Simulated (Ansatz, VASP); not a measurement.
# HgTe in two plane-wave programs

One calculation is typed for both programs; each brings its own data sets and cutoff. How far apart do they land? The cell is a member of a volume series, scaled by 0.985 from a relaxed one, so a pressure remains.

Method: plane waves, with VASP 6.6.1 beside it; single point at LDA, in Ansatz 0.2.0.

## (1) Set-up

It takes space group F-43m (No. 216, cubic). The conventional cell has a = 6.416 Å, b = 6.416 Å, c = 6.416 Å, α = 90.00°, β = 90.00°, γ = 90.00°. Hg has 4 Te at 2.78 Å nearest. Te has 4 Hg at 2.78 Å nearest. Farther neighbours and most contacts between anions are not listed.

Coordinates:

```cif
data_structure
_symmetry_space_group_name_H-M 'F-43m'
_symmetry_Int_Tables_number 216
_cell_length_a 6.4157
_cell_length_b 6.4157
_cell_length_c 6.4157
_cell_angle_alpha 90.000
_cell_angle_beta 90.000
_cell_angle_gamma 90.000
_cell_volume 264.08
loop_
_atom_site_label
_atom_site_type_symbol
_atom_site_symmetry_multiplicity
_atom_site_Wyckoff_symbol
_atom_site_fract_x
_atom_site_fract_y
_atom_site_fract_z
_atom_site_occupancy
Hg1 Hg 4 a 0.00000 0.00000 0.00000 1
Te1 Te 4 c 0.25000 0.25000 0.25000 1
```

## (2) Ansatz: single point, LDA, volume scaled by 0.985

Ansatz runs on its default PAW (the set named soft_2) files.

A single point gives forces, pressure and levels at one fixed geometry, so differences don't come from the geometry; what else differs is listed under the comparison.

Contents of input.yaml:

```yaml
crystal:
  lattice:
    - [0.0, 3.20785899, 3.20785899]
    - [3.20785899, 0.0, 3.20785899]
    - [3.20785899, 3.20785899, 0.0]
  atoms:
    - { symbol: Hg, position: [0.0, 0.0, 0.0] }
    - { symbol: Te, position: [0.75, 0.75, 0.75] }
hamiltonian:
  xc: lda
  pseudopotentials: { kind: paw }
kpoints:
  mp_grid: { grid: [10, 10, 10] }
scf:
  occupations: { method: gaussian, width: 0.05 }
  n_extra_bands: 4
output:
  forces: true
  stress: true
  eigenvalues: true
```

The run is started by

```console
$ ansatz run input.yaml --threads 2 --pin off --max-ram 4608MiB --backend cpu --events-out ev --progress --plain --runs-dir out
```

Numbers of over 12 decimals in the logs are rounded to 6 here.

The program printed:

```text
scf.n_extra_bands = 4 over 18 filled bands (N_el = 36.0): the run solves 22 bands
Engine: ansatz 0.2.0, x86_64-unknown-linux-gnu
Pseudopotentials: kind: paw
Pseudopotential: Hg, paw, valence charge 20, recommended cutoff 420 eV (normal), Hg.paw.azcp
Pseudopotential: Te, paw, valence charge 16, recommended cutoff 420 eV (normal), Te.paw.azcp
Functional definition: SPW92
  exchange = slater_x
  correlation = pw_c
Crystal: 2 atoms, lattice volume = 66.020 Å³
Basis set: ecut = 420 eV, 1243 PW (Γ)
Bands: 22, of which v1, the nominal top of the filled ones, is band 18 counted from 1 (17 counted from 0)
Symmetry: 24 space group operations
Space group: F-43m (ITA 216), of the structure as read, at distance tolerance 4.0e-5 Å
k-points: 47 of 1000 (time reversal used)
Non-local potential: Hg, projectors of the file, l = 0: 3, l = 1: 2, l = 2: 2, l = 3: 1
Non-local potential: Te, projectors of the file, l = 0: 2, l = 1: 2, l = 2: 2, l = 3: 2
PAW form: soft (Blöchl's): semilocal exchange-correlation on the pseudo side does not see the compensation charge
PAW frozen core: Hg, regenerated for the run's functional, and the local potential with it (the file was generated under x = pbe(κ = 0.804, μ = 0.219515), c = pbe(β = 0.066725))
PAW frozen core: Te, regenerated for the run's functional, and the local potential with it (the file was generated under x = pbe(κ = 0.804, μ = 0.219515), c = pbe(β = 0.066725))
PAW one-centre angular grid: Hg, 590 points (default); XC on 64 Gauss nodes
PAW one-centre angular grid: Te, 590 points (default); XC on 64 Gauss nodes
Initial density: superposition of atomic densities (neutral atoms: chi_scale 0, normalization atom), corrected by the library's trained network
Initial wavefunctions: pseudopotential atomic-orbital guess
Functional: x = slater, c = lda
SCF iter   1: F=—  HF=-20349.890469 eV  |F-HF|=—  |Δ(HF+E_count)|=         —  Δρ=4.53e-3  dr2=9.13e-3  ethr=1.77e-3  ⟨swp⟩=6.1  Hψ=4896  notcnv=0
preconditioner: auto → none  [insulator: Δε(μ)=0.468 eV  Ē_g=10.606 eV  σ=0.050 eV  W_gap=0.67  n_scr=14 (ndim 8)  ℏωp=19.4 eV  f_vac=0.178  D(μ)=0.06/eV (n_scr^D=0)  ε∞_Penn≈4.3]
SCF iter   2: F=—  HF=-20349.887401 eV  |F-HF|=—  |Δ(HF+E_count)|=   3.07e-3  Δρ=1.90e-3  dr2=8.25e-4  ethr=2.54e-5  ⟨swp⟩=2.0  Hψ=2242  notcnv=0
SCF iter   3: F=—  HF=-20349.887428 eV  |F-HF|=—  |Δ(HF+E_count)|=   2.80e-5  Δρ=6.88e-4  dr2=1.19e-4  ethr=2.29e-6  ⟨swp⟩=1.0  Hψ=1034  notcnv=0
SCF iter   4: F=—  HF=-20349.887436 eV  |F-HF|=—  |Δ(HF+E_count)|=   7.06e-6  Δρ=7.14e-5  dr2=4.27e-6  ethr=3.30e-7  ⟨swp⟩=1.3  Hψ=1083  notcnv=0
SCF iter   5: F=—  HF=-20349.887445 eV  |F-HF|=—  |Δ(HF+E_count)|=   9.82e-6  Δρ=1.72e-5  dr2=1.52e-7  ethr=1.19e-8  ⟨swp⟩=2.0  Hψ=1418  notcnv=0
SCF iter   6: F=-20349.887445 eV  HF=-20349.887445 eV  |F-HF|=3.16e-9  |Δ(HF+E_count)|=   2.15e-8  Δρ=3.74e-6  dr2=6.74e-9  ethr=2.78e-10  ⟨swp⟩=5.8  Hψ=4161  notcnv=0
SCF 1 converged in 6 iterations: F = -20349.887445 eV  dr2 = 6.74e-9
  greatest PAW one-centre occupation: 1.000 electrons in one spin orbital (limit 2), on the Hg atom at site 0 (counted from 0), in its partial waves of l = 0
SCF converged after 6 iterations
Free energy (F): -20349.887445 eV
Harris-Foulkes:  -20349.887445 eV  (|F-HF|=3.16e-9)
Internal energy: -20349.887368 eV  (E = F + TS)
E sigma→0 (E₀):  -20349.887407 eV
Entropy (-TS):   -0.000077 eV (-0.039 meV/atom)
Fermi energy:    8.783865 eV
--- Per-component energies (eV) ---
  E_band       = -773.587977
  E_kinetic    = 786.336245
  E_local      = -4768.690161  (includes V_loc(G=0)·N_el)
  E_nonlocal   = -224.532362
  E_hartree    = 2314.971476
  E_xc         = -342.915759
  E_vxc        = -367.038913  (∫ρ·V_xc dr)
  E_paw        = -14165.091551  (= ΣΔE_a)
  E_vpaw       = -829.611473  (= ΣTr[D̂ρ^β])
  E_aug_tail   = 0.000643  (compensation charges beyond the density's cutoff)
  E_ewald      = -3951.220652
  E_core_change = 1.254754  (= ΣΔE_core)
  E_smearing   = -0.000077  (= −TS)
  E_closure    = -0.000000  (closes the sum)
  Σ components = -20349.887445   (vs F -20349.887445, Δ=0.00e0)
--- Forces (eV/Å), atoms counted from 1 ---
  atom   1  Hg    -0.00000000     0.00000000     0.00000000
  atom   2  Te     0.00000000    -0.00000000    -0.00000000
  max |Σ_I F_I| component: 9.25e-17 eV/Å
--- Stress (GPa, compression-positive) ---
        0.431681      -0.000000      -0.000000
       -0.000000       0.431681       0.000000
        0.000000       0.000000       0.431681
  P = ⅓ Tr σ = 0.4317 GPa (4.317 kbar)
--- Band table (eV; the first three rows and the last of 47) ---
  k-point 0: bands = [... 14 lower, 1.8586, 7.8980, 8.7686, 8.7686, 8.7686, 12.9194, 12.9194, 12.9194]
  k-point 1: bands = [... 14 lower, 1.8568, 7.1105, 8.6455, 8.6455, 9.2482, 12.7852, 13.0810, 13.0810]
  k-point 2: bands = [... 14 lower, 1.8551, 5.8944, 8.3563, 8.3563, 9.5317, 13.1136, 13.4242, 13.4242]
  k-point 46: bands = [... 14 lower, 2.4866, 3.0669, 5.9907, 6.1195, 11.7177, 12.7328, 14.5549, 15.0092]
```

The job ended after 1.7 s (2 threads of Intel Xeon Platinum 8488C (Sapphire Rapids), shared host; peak memory 0.44 GiB).

The run ends at a pressure of 0.43 GPa.

## (3) VASP: single point, LDA, volume scaled by 0.985

The same cell, functional (in two slightly different forms), mesh and smearing now go to VASP, with its own data sets and cutoff.

Lines of VASP's logs that name or quote its potential files are left out, and so is its time.

The input asks for a relaxation, which ended at its first step since no free force or stress exceeded the threshold; so it serves as a single point.

Contents of INCAR:

```
SYSTEM = HgTe
PREC = Accurate
ENCUT = 450
EDIFF = 1E-06
NELM = 100
ISMEAR = 0
SIGMA = 0.05
LREAL = .FALSE.
ALGO = Normal
GGA = CA
NBANDS = 15
LORBIT = 11
LWAVE = .FALSE.
LCHARG = .FALSE.
KPAR = 4
IBRION = 2
NSW = 30
ISIF = 4
EDIFFG = -0.01
```

Contents of POSCAR:

```
HgTe
1.0
    0.0000000000      3.2078589922      3.2078589922
    3.2078589922      0.0000000000      3.2078589922
    3.2078589922      3.2078589922      0.0000000000
Hg Te
1 1
Direct
    0.0000000000      0.0000000000      0.0000000000
    0.7500000000      0.7500000000      0.7500000000
```

Contents of KPOINTS:

```
Automatic mesh
0
Gamma
10 10 10
0 0 0
```

The projector-augmented-wave data sets are Hg and Te (LDA family, release 64).

The run is started by

```console
$ mpirun -np 4 vasp_std
```

The program printed:

```text
[banner, memory and clock lines left out]
running    4 mpi-ranks, on    1 nodes
 distrk:  each k-point on    1 cores,    4 groups
 distr:  one band on    1 cores,    1 groups

 POSCAR found type information on POSCAR HgTe
 POSCAR found :  2 types and       2 ions
 LDA part: xc-table for (Slater(with rela. corr.)+CA(PZ))
 , standard interpolation
 POSCAR, INCAR and KPOINTS ok, starting setup
 FFT: planning ... GRIDC
 FFT: planning ... GRID_SOFT
 FFT: planning ... GRID
 WAVECAR not read
 entering main loop
       N       E                     dE             d eps       ncg     rms          rms(c)
DAV:   1     0.966682310666E+02    0.96668E+02   -0.74229E+03  1418   0.921E+02
DAV:   2    -0.183362595234E+01   -0.98502E+02   -0.93232E+02  1620   0.229E+02
DAV:   3    -0.523602821001E+01   -0.34024E+01   -0.33937E+01  1725   0.444E+01
DAV:   4    -0.526901661208E+01   -0.32988E-01   -0.32986E-01  2092   0.395E+00
DAV:   5    -0.526910540585E+01   -0.88794E-04   -0.88793E-04  1837   0.185E-01    0.806E+00
DAV:   6    -0.505337866740E+01    0.21573E+00   -0.43295E-01  1585   0.944E+00    0.635E+00
DAV:   7    -0.503915498847E+01    0.14224E-01   -0.99496E-02  1543   0.231E+00    0.220E+00
DAV:   8    -0.503645347387E+01    0.27015E-02   -0.11284E-02  1648   0.132E+00    0.559E-01
DAV:   9    -0.503610302398E+01    0.35045E-03   -0.74342E-04  1824   0.316E-01    0.131E-01
DAV:  10    -0.503609605676E+01    0.69672E-05   -0.67928E-05  1752   0.773E-02    0.531E-02
DAV:  11    -0.503609805907E+01   -0.20023E-05   -0.17386E-05  1676   0.400E-02    0.306E-02
DAV:  12    -0.503609680195E+01    0.12571E-05   -0.31954E-06  1536   0.172E-02    0.132E-02
DAV:  13    -0.503609682423E+01   -0.22280E-07   -0.23574E-07   859   0.311E-03
   1 F= -.50360968E+01 E0= -.50360582E+01  d E =-.503610E+01
 curvature:   0.00 expect dE= 0.000E+00 dE for cont linesearch  0.000E+00
 trial: gam= 0.00000 g(F)=  0.263E-48 g(S)=  0.706E-33 ort = 0.000E+00 (trialstep = 0.100E+01)
 search vector abs. value=  0.100E-09
 reached required accuracy - stopping structural energy minimisation
```

OUTCAR, selected parts (step 3):

```text
ion  position               nearest neighbor table
   1  0.000  0.000  0.000-   2 2.78   2 2.78   2 2.78   2 2.78
   2  0.750  0.750  0.750-   1 2.78   1 2.78   1 2.78   1 2.78

  LATTYP: Found a face centered cubic cell.
 ALAT       =     6.4157179844

 Subroutine GETGRP returns: Found 24 space group operations
 (whereof 24 operations were pure point group operations)

The static configuration has the point symmetry T_d .

 Found     47 irreducible k-points:

   k-points           NKPTS =     47   k-points in BZ     NKDIM =     47   number of bands    NBANDS=     15

   dimension x,y,z NGX =    32 NGY =   32 NGZ =   32
   dimension x,y,z NGXF=    64 NGYF=   64 NGZF=   64

   ENCUT  =  450.0 eV  33.07 Ry    5.75 a.u.   7.85  7.85  7.85*2*pi/ulx,y,z

   NELECT =      18.0000    total number of electrons

 k-points in reciprocal lattice and weights: Automatic mesh
   0.00000000  0.00000000  0.00000000       0.001
   0.10000000  0.00000000  0.00000000       0.008
   0.20000000  0.00000000  0.00000000       0.008
   0.30000000  0.00000000  0.00000000       0.008
   0.40000000  0.00000000  0.00000000       0.008
   0.50000000  0.00000000  0.00000000       0.004
   0.10000000  0.10000000  0.00000000       0.006
   0.20000000  0.10000000  0.00000000       0.024
   0.30000000  0.10000000  0.00000000       0.024
[...]
-0.30000000  0.40000000  0.20000000       0.024
  -0.30000000  0.50000000  0.20000000       0.012

 average (electrostatic) potential at core
       1 -40.6907       2 -92.0910

 E-fermi :   3.1628

 k-point     1 :       0.0000    0.0000    0.0000
  band No.  band energies     occupation
    ...
      6      -3.8008      2.00000
      7       2.3350      2.00000
      8       3.1476      1.33378
      9       3.1476      1.33378
     10       3.1476      1.33378
     11       7.2646      0.00000
     12       7.2646      0.00000
     13       7.2646      0.00000
     14       9.3804      0.00000
     15      12.6924      0.00000

 k-point     2 :       0.1000    0.0000    0.0000
  band No.  band energies     occupation
    ...
      5      -3.8026      2.00000
      6      -3.8026      2.00000
      7       1.5192      2.00000
      8       3.0238      1.99992
      9       3.0238      1.99992
     10       3.6521      0.00000
     11       7.1471      0.00000
     12       7.4266      0.00000
     13       7.4266      0.00000
     14      10.0833      0.00000
    ...

 k-point     3 :       0.2000    0.0000    0.0000
  band No.  band energies     occupation
    ...
      5      -3.8043      2.00000
      6      -3.8043      2.00000
      7       0.2878      2.00000
      8       2.7333      2.00000
      9       2.7333      2.00000
     10       3.9398      0.00000
     11       7.4965      0.00000
     12       7.7690      0.00000
     13       7.7690      0.00000
     14      10.8056      0.00000
    ...

  Total        0.3061484      0.3061484      0.3061484      0.0000000      0.0000000     -0.0000000
  in kB        7.4296235      7.4296235      7.4296235      0.0000000      0.0000000     -0.0000000
  external PRESSURE =       7.4296235 kB  Pullay stress =       0.0000000 kB

  energy-cutoff  :      450.00
  volume of cell :       66.02
      direct lattice vectors                 reciprocal lattice vectors
     0.000000000  3.207858992  3.207858992    -0.155867200  0.155867200  0.155867200
     3.207858992  0.000000000  3.207858992     0.155867200 -0.155867200  0.155867200
     3.207858992  3.207858992  0.000000000     0.155867200  0.155867200 -0.155867200

 POSITION                                       TOTAL-FORCE (eV/Angst)
 -----------------------------------------------------------------------------------
      0.00000      0.00000      0.00000         0.000000      0.000000      0.000000
      4.81179      4.81179      4.81179        -0.000000     -0.000000     -0.000000
 -----------------------------------------------------------------------------------
    total drift:                               -0.000000     -0.000000      0.000000

  FREE ENERGIE OF THE ION-ELECTRON SYSTEM (eV)
  ---------------------------------------------------
  free  energy   TOTEN  =        -5.0360968242 eV

  energy  without entropy=       -5.0360195157  energy(sigma->0) =       -5.03605817

 reached required accuracy - stopping structural energy minimisation

 total charge
# of ion       s       p       d       tot
------------------------------------------
    1        0.760   0.444   9.350  10.554
    2        1.375   1.982   0.038   3.394
--------------------------------------------------
tot          2.135   2.425   9.388  13.947

[... 3 further parts left out ...]
```

CONTCAR:

```
HgTe
   1.00000000000000
     0.0000000000000000    3.2078589921999998    3.2078589921999998
     3.2078589921999998    0.0000000000000000    3.2078589921999998
     3.2078589921999998    3.2078589921999998    0.0000000000000000
  Hg              Te
     1     1
Direct
     0.0000000000000000    0.0000000000000000    0.0000000000000000
     0.7500000000000000    0.7500000000000000    0.7500000000000000
```

## (4) Differences

Known differences besides the potentials themselves: the two LDA forms differ slightly; the data sets hold 36 valence electrons in Ansatz (default PAW (the set named soft_2) files) and 18 in VASP; the cutoff is 420 eV in Ansatz and 450 eV in VASP; VASP's log shows a relativistic correction to its local exchange, Ansatz's none. Total energies have different zeros and are not compared.

Compared:

```csv
quantity,Ansatz,VASP,difference
pressure (GPa),0.43,0.74,-0.31
```

## (5) Other set-ups

Further runs change the set-up of one program: Ansatz's method, potentials or start, or VASP's data sets, cutoff or form of LDA. The table gives Ansatz less VASP for each quantity, since a change that brings one quantity closer may part another.

| run | pressure (GPa) |
| --- | --- |
| as above | -0.31 |
| Ansatz's all-electron LAPW method | -0.30 |

## (6) Results

```yaml
difference_in_pressure_single_point_lda_volume_scaled_by_0p985: -0.31 GPa
```

In words: The difference in pressure is -0.31 GPa (single point, LDA, volume scaled by 0.985), within the 1 GPa picked in this series as the mark of a large difference. For single point, LDA, volume scaled by 0.985, no further run moves any of the tabulated differences by more than a quarter of its size. Such differences can come from data sets, numerical settings and the points named under the comparisons, not from the functional's error against experiment.

[Lines on the potential files, build, host, timing and source positions are cut from VASP's logs without a mark.]

[Logs are printed without paths, hosts, clocks, repeated set-up lines and the standing remarks that a program may print on its own settings, such as how far it seeks lower states.]

[Hosts, paths, dates, database ids (printed as entryN), source tags and the programs' standing remarks are cut or masked in the printed files.]
